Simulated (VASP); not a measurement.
# AgCl (Fm-3m) in VASP: notebook

AgCl is run at these levels: PBE; tasks: electric field gradients.

All numbers are computed with VASP 6.6.1; they aren't measurements. Logs are shortened: lines on timing, memory, paths and dates and some standing lists are left out, and cuts for length are marked.

**The experiment to reproduce.**

From a printed reference work, data compilation, for a bulk crystal of AgCl: band gap 3.249 eV (indirect).

The runs below are set against these values where they give the same quantity.

## 1. The cell of the first run

It takes space group Fm-3m (No. 225, cubic). Conventional cell: a = 5.509 Å, b = 5.509 Å, c = 5.509 Å, α = 90.00°, β = 90.00°, γ = 90.00°. Ag (site symmetry m-3m) has 6 Cl at 2.75 Å within 3.6 Å. Within 3.6 Å of Cl (site symmetry m-3m) lie 6 Ag at 2.75 Å.

## 2. Electric field gradients, PBE (volume scaled by 0.98)

The input, INCAR:

```
  PREC = Accurate
  ENCUT = 520
  EDIFF = 1E-8
  ISMEAR = -1
  SIGMA = 0.02
  LREAL = F
  LASPH = T
  NELM = 60
  ALGO = Normal
  ISIF = 2
  LWAVE = F
  LCHARG = F
  GGA = PE
  LEFG = T
  NBANDS = 16
```

The input, KPOINTS:

```
Automatic mesh
0
Gamma
  8 8 8
```

The input, POSCAR:

```
AgCl
1.0
    0.0000000000      2.7545376942      2.7545376942
    2.7545376942      0.0000000000      2.7545376942
    2.7545376942      2.7545376942      0.0000000000
Ag Cl
1 1
Direct
    0.5000000000      0.5000000000      0.5000000000
    0.0000000000      0.0000000000      0.0000000000
```

Potentials or basis: VASP PAW PBE potentials, release 64 (Ag, Cl).

The run is started by

```sh
$ cat potpaw_PBE.64/Ag/POTCAR potpaw_PBE.64/Cl/POTCAR > POTCAR
$ mpirun -np 1 vasp_std > vasp.out
```

OUTCAR:

```text
PREC = Accurate
   ENCUT = 520
   EDIFF = 1E-8
   ISMEAR = -1
   LREAL = F
   LASPH = T
   NELM = 60
   ISIF = 2
   GGA = PE

 ion  position               nearest neighbor table
   1  0.500  0.500  0.500-   2 2.75   2 2.75   2 2.75   2 2.75   2 2.75   2 2.75
   2  0.000  0.000  0.000-   1 2.75   1 2.75   1 2.75   1 2.75   1 2.75   1 2.75

  LATTYP: Found a face centered cubic cell.
 ALAT       =     5.5090753884

  Lattice vectors:

 A1 = (   0.0000000000,   2.7545376942,   2.7545376942)
 A2 = (   2.7545376942,   0.0000000000,   2.7545376942)
 A3 = (   2.7545376942,   2.7545376942,   0.0000000000)

Analysis of symmetry for initial positions (statically):
=====================================================================
 Subroutine PRICEL returns:
 Original cell was already a primitive cell.

 Routine SETGRP: Setting up the symmetry group for a
 face centered cubic supercell.

 Subroutine GETGRP returns: Found 48 space group operations
 (whereof 48 operations were pure point group operations)
 out of a pool of 48 trial point group operations.

The static configuration has the point symmetry O_h .

Analysis of symmetry for dynamics (positions and initial velocities):
=====================================================================
 Subroutine PRICEL returns:
 Original cell was already a primitive cell.

 Routine SETGRP: Setting up the symmetry group for a
 face centered cubic supercell.

 Subroutine GETGRP returns: Found 48 space group operations
 (whereof 48 operations were pure point group operations)
 out of a pool of 48 trial point group operations.

The dynamic configuration has the point symmetry O_h .

 Subroutine INISYM returns: Found 48 space group operations
 (whereof 48 operations are pure point group operations),
 and found     1 'primitive' translations

----------------------------------------------------------------------------------------

                                     Primitive cell

  volume of cell :      41.8000

  direct lattice vectors                    reciprocal lattice vectors
     0.000000000  2.754537694  2.754537694    -0.181518663  0.181518663  0.181518663
     2.754537694  0.000000000  2.754537694     0.181518663 -0.181518663  0.181518663
     2.754537694  2.754537694  0.000000000     0.181518663  0.181518663 -0.181518663

[... 115 lines left out ...]
  energy-cutoff  :      520.00
  volume of cell :       41.80
 maximum number of plane-waves:      1158
 NGX is ok and might be reduce to    30
   NGX = 15   NGY = 15   NGZ = 15

 number of electron      18.0000005 magnetization

 Free energy of the ion-electron system (eV)
  ---------------------------------------------------
  ext. energy  EPLUGINS =         0.00000000
  ---------------------------------------------------
  free energy    TOTEN  =        -5.38338829 eV

  energy without entropy =       -5.38338829  energy(sigma->0) =       -5.38338829

 E-fermi :   4.5374     XC(G=0): -10.0717

 val. band max:        4.0765128336   @ k =   0.5000   0.0000   0.0000
 cond. band min:       4.9814135070   @ k =   0.0000   0.0000   0.0000
 fundamental gap:      0.9049006734
 Fermi energy:         4.5374468391

 k-point     1 :       0.0000    0.0000    0.0000
  band No.  band energies     occupation
      1     -11.2096      2.00000
      2       1.5543      2.00000
      3       1.5543      2.00000
      4       1.5543      2.00000
      5       1.5965      2.00000
      6       1.5965      2.00000
[... 433 lines left out ...]
      3      -0.1459      2.00000
      4      -0.0965      2.00000
      5       1.8718      2.00000
      6       1.9417      2.00000
[... 8 lines left out ...]
     15      17.6346      0.00000
     16      19.0967      0.00000

 [... further k-points ...]
[... 5 lines left out ...]
  --------------------------------------------------------------------------------------
  -------------------------------------------------------------------------------------
  Total        0.6611363      0.6611363      0.6611363      0.0000000      0.0000000      0.0000000
  in kB       25.3410989     25.3410989     25.3410989      0.0000000      0.0000000      0.0000000
  external PRESSURE =      25.3410989 kB  Pullay stress =       0.0000000 kB

 VOLUME and BASIS-vectors are now :
 -----------------------------------------------------------------------------
  energy-cutoff  :      520.00
  volume of cell :       41.80
      direct lattice vectors                 reciprocal lattice vectors
     0.000000000  2.754537694  2.754537694    -0.181518663  0.181518663  0.181518663
     2.754537694  0.000000000  2.754537694     0.181518663 -0.181518663  0.181518663
     2.754537694  2.754537694  0.000000000     0.181518663  0.181518663 -0.181518663

 POSITION                                       TOTAL-FORCE (eV/Angst)
 -----------------------------------------------------------------------------------
      2.75454      2.75454      2.75454         0.000000     -0.000000      0.000000
      0.00000      0.00000      0.00000        -0.000000      0.000000     -0.000000
 -----------------------------------------------------------------------------------
    total drift:                                0.000000      0.000000      0.000000

  FREE ENERGIE OF THE ION-ELECTRON SYSTEM (eV)
  ---------------------------------------------------
  free  energy   TOTEN  =        -5.3833882928 eV

  energy  without entropy=       -5.3833882928  energy(sigma->0) =       -5.38338829

 Electric field gradients (V/A^2)
---------------------------------------------------------------------
 ion       V_xx      V_yy      V_zz      V_xy      V_xz      V_yz
---------------------------------------------------------------------
   1      -0.000    -0.000    -0.000    -0.001    -0.001    -0.001
   2      -0.000     0.000    -0.000    -0.001    -0.001    -0.001
---------------------------------------------------------------------

 Electric field gradients after diagonalization (V/A^2)
 (convention: |V_zz| > |V_xx| > |V_yy|)
----------------------------------------------------------------------
 ion       V_xx      V_yy      V_zz     asymmetry (V_yy - V_xx)/ V_zz
----------------------------------------------------------------------
   1       0.001     0.001    -0.001       0.000
   2       0.001     0.001    -0.001       0.000
----------------------------------------------------------------------

           NMR quadrupolar parameters

 Cq : quadrupolar parameter    Cq=e*Q*V_zz/h
 eta: asymmetry parameters     (V_yy - V_xx)/ V_zz
 Q  : nuclear electric quadrupole moment in mb (millibarn)
----------------------------------------------------------------------
 ion       Cq(MHz)       eta       Q (mb)
----------------------------------------------------------------------
   1      -0.000       0.000       1.000
   2      -0.000       0.000       1.000
----------------------------------------------------------------------
```

Run time: 11 s. Hardware: 1 thread of Intel Xeon 6975P-C (Granite Rapids), shared host; peak memory 0.17 GiB.

What came out:

```
Free energy            : -5.3834 eV
Pressure               : 2.5 GPa
Band gap on the k mesh : 0.90 eV, indirect (least direct gap 3.25 eV)
```

Caveat: without QUAD_EFG the Cq values of the log hold for a quadrupole moment of 1 mb, not for the nuclei. A k mesh can miss the band edges.

## 3. Electric field gradients, PBE (volume scaled by 0.96)

The input, INCAR:

```
SYSTEM = AgCl
  PREC = Accurate
  ENCUT = 520
  EDIFF = 1E-8
  ISMEAR = -1
  SIGMA = 0.02
  LREAL = .FALSE.
  LASPH = .TRUE.
  NELM = 80
  ALGO = Normal
  ISIF = 2
  LWAVE = .FALSE.
  LCHARG = .FALSE.
  GGA = PE
  LEFG = .TRUE.
  NBANDS = 16
```

The input, KPOINTS:

```
Automatic mesh
0
G
  8 8 8
  0 0 0
```

The input, POSCAR:

```
AgCl
1.0
    0.0000000000      2.7356704056      2.7356704056
    2.7356704056      0.0000000000      2.7356704056
    2.7356704056      2.7356704056      0.0000000000
Ag Cl
1 1
Direct
    0.5000000000      0.5000000000      0.5000000000
    0.0000000000      0.0000000000      0.0000000000
```

Potentials or basis: VASP PAW PBE potentials, release 64 (Ag, Cl).

The run is started by

```sh
$ cat potpaw_PBE.64/Ag/POTCAR potpaw_PBE.64/Cl/POTCAR > POTCAR
$ mpirun -np 1 vasp_std > vasp.out
```

OUTCAR:

```text
SYSTEM = AgCl
   PREC = Accurate
   ENCUT = 520
   EDIFF = 1E-8
   ISMEAR = -1
   LREAL = .FALSE.
   LASPH = .TRUE.
   NELM = 80
   ISIF = 2
   GGA = PE

 ion  position               nearest neighbor table
   1  0.500  0.500  0.500-   2 2.74   2 2.74   2 2.74   2 2.74   2 2.74   2 2.74
   2  0.000  0.000  0.000-   1 2.74   1 2.74   1 2.74   1 2.74   1 2.74   1 2.74

  LATTYP: Found a face centered cubic cell.
 ALAT       =     5.4713408112

  Lattice vectors:

 A1 = (   0.0000000000,   2.7356704056,   2.7356704056)
[... 669 lines left out ...]
  ---------------------------------------------------
  free  energy   TOTEN  =        -5.3663502406 eV

  energy  without entropy=       -5.3663502406  energy(sigma->0) =       -5.36635024

 Electric field gradients (V/A^2)
---------------------------------------------------------------------
 ion       V_xx      V_yy      V_zz      V_xy      V_xz      V_yz
---------------------------------------------------------------------
   1      -0.000     0.000    -0.000    -0.001    -0.001    -0.001
   2      -0.000     0.000    -0.000    -0.001    -0.001    -0.001
---------------------------------------------------------------------

 Electric field gradients after diagonalization (V/A^2)
 (convention: |V_zz| > |V_xx| > |V_yy|)
----------------------------------------------------------------------
 ion       V_xx      V_yy      V_zz     asymmetry (V_yy - V_xx)/ V_zz
----------------------------------------------------------------------
   1       0.001     0.001    -0.002       0.000
   2       0.001     0.001    -0.001       0.000
----------------------------------------------------------------------

           NMR quadrupolar parameters

 Cq : quadrupolar parameter    Cq=e*Q*V_zz/h
 eta: asymmetry parameters     (V_yy - V_xx)/ V_zz
 Q  : nuclear electric quadrupole moment in mb (millibarn)
----------------------------------------------------------------------
 ion       Cq(MHz)       eta       Q (mb)
----------------------------------------------------------------------
   1      -0.000       0.000       1.000
   2      -0.000       0.000       1.000
----------------------------------------------------------------------
```

OSZICAR:

```text
N       E                     dE             d eps       ncg     rms          rms(c)
DAV:   1     0.919434830361E+02    0.91943E+02   -0.87852E+03   936   0.102E+03
DAV:   2    -0.254482527816E+01   -0.94488E+02   -0.87163E+02  1120   0.220E+02
DAV:   3    -0.552832454871E+01   -0.29835E+01   -0.29751E+01  1144   0.392E+01
DAV:   4    -0.554294565934E+01   -0.14621E-01   -0.14619E-01  1184   0.320E+00
DAV:   5    -0.554309428403E+01   -0.14862E-03   -0.14862E-03  1152   0.322E-01    0.691E+00
DAV:   6    -0.537096774791E+01    0.17213E+00   -0.23830E-01  1184   0.645E+00    0.446E+00
DAV:   7    -0.536695702975E+01    0.40107E-02   -0.96032E-02  1088   0.205E+00    0.207E+00
DAV:   8    -0.536622554260E+01    0.73149E-03   -0.43230E-03  1088   0.688E-01    0.317E-01
DAV:   9    -0.536629124544E+01   -0.65703E-04   -0.52767E-04  1160   0.269E-01    0.337E-02
DAV:  10    -0.536634583620E+01   -0.54591E-04   -0.67829E-05  1160   0.758E-02    0.244E-02
DAV:  11    -0.536635025777E+01   -0.44216E-05   -0.54579E-06  1120   0.173E-02    0.461E-03
DAV:  12    -0.536635034286E+01   -0.85084E-07   -0.53203E-07  1112   0.508E-03    0.131E-03
DAV:  13    -0.536635027155E+01    0.71305E-07   -0.75600E-08  1104   0.213E-03    0.124E-03
DAV:  14    -0.536635026073E+01    0.10820E-07   -0.47198E-09   880   0.419E-04    0.741E-04
DAV:  15    -0.536635024876E+01    0.11975E-07   -0.25908E-09   816   0.441E-04    0.131E-04
DAV:  16    -0.536635024058E+01    0.81745E-08   -0.11545E-09   552   0.227E-04
   1 F= -.53663502E+01 E0= -.53663502E+01  d E =-.371199E-11
```

Run time: 11 s. Hardware: 1 thread of Intel Xeon 6975P-C (Granite Rapids), shared host; peak memory 0.17 GiB.

What came out:

| Quantity | Value |
| --- | --- |
| Free energy | -5.3664 eV |
| Pressure | 3.7 GPa |
| Band gap on the k mesh | 0.90 eV, indirect (least direct gap 3.32 eV) |

Caveat: without QUAD_EFG the Cq values of the log hold for a quadrupole moment of 1 mb, not for the nuclei. A k mesh can miss the band edges.

(Part 1 of 2 ends here.)
